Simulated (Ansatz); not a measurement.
Wanted: the native input for an Ansatz 0.2.0 run.

* Task: relaxation of cell and atoms
* Functional: BLYP
* Potentials or basis: Ansatz PAW
* Cutoff: 420 eV (not typed: the program's choice for these potentials)
* k mesh: 10 × 10 × 10
* Occupations: fermi-dirac, width 0.05 eV
* Spin: no spin polarisation

Sb:

```
Sb
1.0
    -1.87134    1.87134    1.87134
     1.87134   -1.87134    1.87134
     1.87134    1.87134   -1.87134
Sb
1
Cartesian
  0.0000 0.0000 0.0000
```

This isn't the form of Sb at room conditions, which is rhombohedral.

One way to write it, as run:

input.yaml

```yaml
crystal:
  lattice:
    - [-1.8713408863, 1.8713408863, 1.8713408863]
    - [1.8713408863, -1.8713408863, 1.8713408863]
    - [1.8713408863, 1.8713408863, -1.8713408863]
  atoms:
    - { symbol: Sb, position: [0.0, 0.0, 0.0] }
hamiltonian:
  xc: blyp
  pseudopotentials: { kind: paw }
kpoints:
  mp_grid: { grid: [10, 10, 10] }
scf:
  occupations: { method: fermi_dirac, width: 0.05 }
output:
  forces: true
  stress: true
  eigenvalues: true
relax:
  f_tol: 0.01
  max_steps: 40
  cell: { stress_tol: 0.05 }
```

Potentials or basis: Ansatz PAW.

Run with:

```bash
$ ansatz run input.yaml --threads 2 --pin off --max-ram 5632MiB --backend cpu --events-out ev --progress --plain --runs-dir out
```

It gave:

* Relaxed volume: 30.28 Å³/atom
* Relaxed cell: a = 3.401 Å, b = 3.401 Å, c = 3.401 Å, α = 109.47°, β = 109.47°, γ = 109.47°
* Space group after relaxing (to 0.05 Å): Im-3m (No. 229)
* Energy gained by relaxing: 99.9 meV/atom
* Ionic steps: 4
* Pressure after relaxing: 0.0 GPa
* Band gap on the k mesh: none (metal or under the smearing width)

Caveat: the volume moved by over 15 % at a fixed basis, so the end points are rough; the plane-wave basis is chosen anew once the cell has moved, so the energies of steps on either side of that aren't comparable; the PAW data sets come from PBE, with cores solved anew for the run's functional, which leaves a small shift of forces and pressure.

It took 2.2 s on 2 threads of AMD EPYC 7R32 (Zen 2) (shared host), peak memory 0.36 GiB.
